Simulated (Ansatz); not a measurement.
# In2O3 (R-3c) in Ansatz: band structure with PBEsol

Aim: the band structure of In2O3 with PBEsol.

Program: Ansatz 0.2.0. These are calculated values, not measurements. Logs are shortened: lines on timing, memory, paths and dates and some standing lists are left out, and cuts for length are marked.

**What was measured.**

From “Fabrication and performance enhancement of an In2O3/BiVO4 heterojunction for N-butanol gas sensing applications”, 2024, pmc:11650617, for a powder of In2O3: band gap 3.08 eV (optical).

The results are compared with them further down.

## (1) The crystal as given

It takes space group R-3c (No. 167, trigonal). The conventional cell has a = 5.487 Å, b = 5.487 Å, c = 14.510 Å, α = 90.00°, β = 90.00°, γ = 120.00°. Around In (site symmetry 3) lie 6 O at 2.12 to 2.26 Å. O (site symmetry 2) is surrounded by 4 In at 2.12 to 2.26 Å.

## (2) Band structure, PBEsol, spin-orbit coupling, no magnetisation

input.yaml

```yaml
crystal:
  lattice:
    - [2.7435, 1.5839604635, 4.8366666667]
    - [-2.7435, 1.5839604635, 4.8366666667]
    - [0.0, -3.167920927, 4.8366666667]
  atoms:
    - { symbol: In, position: [0.85731, 0.85731, 0.85731] }
    - { symbol: In, position: [0.64269, 0.64269, 0.64269] }
    - { symbol: In, position: [0.14269, 0.14269, 0.14269] }
    - { symbol: In, position: [0.35731, 0.35731, 0.35731] }
    - { symbol: O, position: [0.048, 0.75, 0.452] }
    - { symbol: O, position: [0.75, 0.452, 0.048] }
    - { symbol: O, position: [0.452, 0.048, 0.75] }
    - { symbol: O, position: [0.952, 0.25, 0.548] }
    - { symbol: O, position: [0.25, 0.548, 0.952] }
    - { symbol: O, position: [0.548, 0.952, 0.25] }
hamiltonian:
  xc: pbesol
  pseudopotentials: { kind: paw_fr }
magnetization:
  noncollinear: true
  spin_orbit: true
kpoints:
  mp_grid: { grid: [6, 6, 6] }
  band_path:
    path:
      - [[0.0, 0.0, 0.0], [0.5, 0.0, 0.0], [0.5, 0.2381665116, -0.2381665116]]
      - [[0.7618334884, 0.5, 0.2381665116], [0.5, 0.5, 0.5], [0.0, 0.0, 0.0], [0.3690832558, 0.0, -0.3690832558]]
      - [[0.6309167442, 0.3690832558, 0.0], [0.5, 0.5, 0.0], [0.6309167442, 0.6309167442, 0.2381665116], [0.5, 0.5, 0.5]]
      - [[0.5, 0.0, 0.0], [0.7618334884, 0.3690832558, 0.3690832558]]
    npoints: 10
scf:
  occupations: { method: fermi_dirac, width: 0.05 }
  n_extra_bands: 25
output:
  forces: true
  stress: true
  eigenvalues: true
  fatbands: false
```

Potentials or basis: Ansatz PAW.

Launch:

```
$ ansatz run input.yaml --threads 4 --pin off --max-ram 11264MiB --backend cpu --events-out ev --progress --plain --runs-dir out
```

The log of the run:

```text
Warning: RAYON_NUM_THREADS=4 ignored (pool sized by the plan → 4); use --threads N
scf.n_extra_bands = 25 over 88 filled bands (N_el = 88.0): the run solves 113 bands
Engine: ansatz 0.2.0, aarch64-unknown-linux-gnu
Pseudopotentials: kind: paw_fr
Pseudopotential: In, paw_fr, valence charge 13, recommended cutoff 420 eV (normal), In.paw.azcp#standard-fr
Pseudopotential: O, paw_fr, valence charge 6, recommended cutoff 420 eV (normal), O.paw.azcp#standard-fr
Functional definition: PBEsol
  exchange = pbesol_x
  correlation = pbesol_c
[... 76 lines left out ...]
  atom  10  O     -0.15640955    -0.00000000    -0.00000000
  max |Σ_I F_I| component: 1.49e-17 eV/Å
--- Stress (GPa, compression-positive) ---
        2.295216       0.000000       0.000000
        0.000000       2.295216       0.000000
        0.000000      -0.000000       1.377289
  P = ⅓ Tr σ = 1.9892 GPa (19.892 kbar)
--- Band table (eV; the first three rows and the last of 32) ---
  k-point 0: bands = ["-8.7603", "-8.7603", "-7.8551", "-7.8551", "-7.8542", "-7.8542", "-7.6298", "-7.6298", "-7.6262", "-7.6262", "-7.5282", "-7.5282", "-3.8053", "-3.8053", "-3.6811", "-3.6811", "-3.6305", "-3.6305", "-3.6293", "-3.6293", "-3.5455", "-3.5455", "-3.2911", "-3.2911", "-3.2089", "-3.2089", "-3.1426", "-3.1426", "-3.0439", "-3.0439", "-2.8917", "-2.8917", "-2.8168", "-2.8168", "-2.8027", "-2.8027", "-2.7658", "-2.7658", "-2.7361", "-2.7361", "-2.6586", "-2.6586", "-2.5313", "-2.5313", "-2.4471", "-2.4471", "-2.3074", "-2.3074", "-1.7525", "-1.7525", "-1.6904", "-1.6904", "3.1056", "3.1056", "3.4844", "3.4844", "4.6619", "4.6619", "4.7777", "4.7777", "5.4814", "5.4814", "5.7613", "5.7613", "6.1284", "6.1284", "6.1856", "6.1856", "6.2837", "6.2837", "8.0156", "8.0156", "8.0764", "8.0764", "8.3569", "8.3569", "8.4509", "8.4509", "8.4688", "8.4688", "8.5630", "8.5630", "8.5686", "8.5686", "8.7894", "8.7894", "8.8080", "8.8080", "10.0443", "10.0443", "14.3206", "14.3206", "15.0625", "15.0625", "16.1208", "16.1208", "17.7136", "17.7136", "17.9343", "17.9343", "18.1060", "18.1060", "18.2471", "18.2471", "18.5408", "18.5408", "18.7649", "18.7649", "19.2238", "19.2238", "19.4715", "19.4715", "19.6184"]
  k-point 1: bands = ["-8.6810", "-8.6810", "-7.8452", "-7.8452", "-7.8390", "-7.8390", "-7.6957", "-7.6957", "-7.6453", "-7.6453", "-7.5593", "-7.5593", "-3.7832", "-3.7832", "-3.6901", "-3.6901", "-3.6465", "-3.6465", "-3.6123", "-3.6123", "-3.5202", "-3.5202", "-3.3056", "-3.3056", "-3.2067", "-3.2067", "-3.1766", "-3.1766", "-3.0089", "-3.0089", "-2.8980", "-2.8980", "-2.8226", "-2.8226", "-2.8006", "-2.8006", "-2.7577", "-2.7577", "-2.7241", "-2.7241", "-2.6480", "-2.6480", "-2.5304", "-2.5304", "-2.4313", "-2.4313", "-2.3251", "-2.3251", "-1.8406", "-1.8406", "-1.7485", "-1.7485", "3.2256", "3.2256", "3.4675", "3.4675", "4.3938", "4.3938", "5.1035", "5.1035", "5.2814", "5.2814", "5.9610", "5.9610", "6.2509", "6.2509", "6.5617", "6.5617", "6.7465", "6.7465", "7.2679", "7.2679", "7.9201", "7.9201", "7.9846", "7.9846", "8.3294", "8.3294", "8.3419", "8.3419", "8.5681", "8.5681", "8.6309", "8.6309", "8.6428", "8.6428", "8.7844", "8.7844", "10.9383", "10.9383", "14.6450", "14.6450", "14.9146", "14.9146", "15.8346", "15.8346", "16.8795", "16.8795", "17.4857", "17.4857", "18.2652", "18.2652", "18.3795", "18.3795", "19.1199", "19.1199", "19.2257", "19.2257", "19.3104", "19.3104", "19.5538", "19.5538", "19.6541"]
  k-point 2: bands = ["-8.4657", "-8.4657", "-7.8976", "-7.8976", "-7.8092", "-7.8092", "-7.7928", "-7.7928", "-7.6921", "-7.6921", "-7.6309", "-7.6309", "-3.7370", "-3.7370", "-3.6756", "-3.6756", "-3.6638", "-3.6638", "-3.5951", "-3.5951", "-3.5206", "-3.5206", "-3.3689", "-3.3689", "-3.1981", "-3.1981", "-3.1742", "-3.1742", "-2.9585", "-2.9585", "-2.8718", "-2.8718", "-2.8331", "-2.8331", "-2.7853", "-2.7853", "-2.7459", "-2.7459", "-2.7282", "-2.7282", "-2.6733", "-2.6733", "-2.5348", "-2.5348", "-2.3865", "-2.3865", "-2.2991", "-2.2991", "-2.0470", "-2.0470", "-1.8748", "-1.8748", "3.4848", "3.4848", "3.7070", "3.7070", "3.9628", "3.9628", "5.1612", "5.1612", "5.6936", "5.6936", "6.1092", "6.1092", "6.2908", "6.2908", "6.7369", "6.7369", "7.1277", "7.1277", "7.2875", "7.2875", "7.5494", "7.5494", "7.6219", "7.6219", "8.1563", "8.1563", "8.1942", "8.1942", "8.2262", "8.2262", "8.2990", "8.2990", "8.6998", "8.6998", "8.8399", "8.8399", "12.3701", "12.3701", "14.6719", "14.6719", "14.8209", "14.8209", "15.1136", "15.1136", "16.5407", "16.5407", "17.1258", "17.1258", "18.0651", "18.0651", "18.7398", "18.7398", "18.8863", "18.8863", "19.0818", "19.0818", "19.4188", "19.4188", "20.0280", "20.0280", "20.5084"]
  k-point 31: bands = ["-8.1849", "-8.1849", "-8.1849", "-8.1849", "-7.7447", "-7.7447", "-7.7447", "-7.7447", "-7.7438", "-7.7438", "-7.7438", "-7.7438", "-3.7148", "-3.7148", "-3.7148", "-3.7148", "-3.6838", "-3.6838", "-3.6838", "-3.6838", "-3.3768", "-3.3768", "-3.3768", "-3.3768", "-3.2146", "-3.2146", "-3.2146", "-3.2146", "-2.9663", "-2.9663", "-2.9663", "-2.9663", "-2.7945", "-2.7945", "-2.7945", "-2.7945", "-2.7205", "-2.7205", "-2.7205", "-2.7205", "-2.5622", "-2.5622", "-2.5622", "-2.5622", "-2.2164", "-2.2164", "-2.2164", "-2.2164", "-2.0572", "-2.0572", "-2.0572", "-2.0572", "3.7465", "3.7465", "3.7465", "3.7465", "5.1933", "5.1933", "5.1933", "5.1933", "5.8192", "5.8192", "5.8192", "5.8192", "5.9127", "5.9127", "5.9127", "5.9127", "6.7819", "6.7819", "6.7819", "6.7819", "7.7077", "7.7077", "7.7077", "7.7077", "7.7432", "7.7432", "7.7432", "7.7432", "8.6468", "8.6468", "8.6468", "8.6468", "8.6473", "8.6473", "8.6473", "8.6473", "13.1984", "13.1984", "13.1984", "13.1984", "15.9930", "15.9930", "15.9930", "15.9930", "17.0190", "17.0190", "17.0190", "17.0190", "18.4162", "18.4162", "18.4162", "18.4162", "18.5816", "18.5816", "18.5816", "18.5816", "20.2898", "20.2898", "20.2898", "20.2898", "20.6882"]
```

Wall time 2.4 min (4 threads of Arm Neoverse V2, shared host); peak memory 1.9 GiB.

What came out:

| Item | Value |
| --- | --- |
| Free energy | -25475.0506 eV |
| Pressure | 2.0 GPa |
| Largest force | 0.156 eV/Å |
| Band gap on the k mesh | 1.20 eV, indirect (least direct gap 1.24 eV) |
| Band gap along the path | 1.20 eV, indirect (least direct gap 1.24 eV) |

Forces on the atoms (eV/Å):
```
In   0.000  0.000 -0.049
In   0.000  0.000  0.049
In   0.000  0.000  0.049
In   0.000  0.000 -0.049
O   -0.078 -0.135  0.000
O   -0.078  0.135  0.000
O    0.156  0.000  0.000
O    0.078  0.135  0.000
O    0.078 -0.135  0.000
O   -0.156  0.000  0.000
```

Levels at the corners of the path, in eV from the valence-band top:
| point | band 86 | band 87 | band 88 | band 89 | band 90 | band 91 |
| --- | --- | --- | --- | --- | --- | --- |
| Γ | -0.05 | -0.03 | -0.03 | 1.20 | 1.20 | 5.48 |
| L | -0.07 | -0.07 | -0.07 | 4.92 | 4.92 | 4.92 |
| B1 | -0.16 | -0.16 | -0.16 | 5.53 | 5.53 | 5.54 |
| B | -0.16 | -0.16 | -0.16 | 5.53 | 5.53 | 5.54 |
| Z | -0.19 | -0.19 | -0.19 | 4.36 | 4.36 | 4.36 |
| Γ | -0.05 | -0.03 | -0.03 | 1.20 | 1.20 | 5.48 |
| X | -0.21 | -0.07 | -0.07 | 5.25 | 5.25 | 5.48 |
| Q | -0.21 | -0.07 | -0.07 | 5.25 | 5.25 | 5.48 |
| F | -0.09 | -0.04 | -0.04 | 5.16 | 5.16 | 5.48 |
| P1 | -0.32 | -0.11 | -0.11 | 5.43 | 5.43 | 5.59 |
| Z | -0.19 | -0.19 | -0.19 | 4.36 | 4.36 | 4.36 |
| L | -0.07 | -0.07 | -0.07 | 4.92 | 4.92 | 4.92 |
| P | -0.32 | -0.11 | -0.11 | 5.43 | 5.43 | 5.59 |

Caveat: the pressure holds a Pulay correction of +0.7 GPa for the finite cutoff; the PAW data sets come from PBE, with cores solved anew for the run's functional, which leaves a small shift of forces and pressure.

## (3) How close it comes

Step 2. A measured gap of In2O3 is 3.08 eV (optical; powder; “Fabrication and performance enhancement of an In2O3/BiVO4 heterojunction for N-butanol gas sensing applications”, 2024, pmc:11650617); the calculated 1.20 eV misses it by -1.88 eV. So large a miss can be the level of theory's own, or it may mean another phase, state or a wrong row. The value is that of PBEsol, without temperature or zero-point motion. Semilocal functionals fall short of measured gaps as a rule.
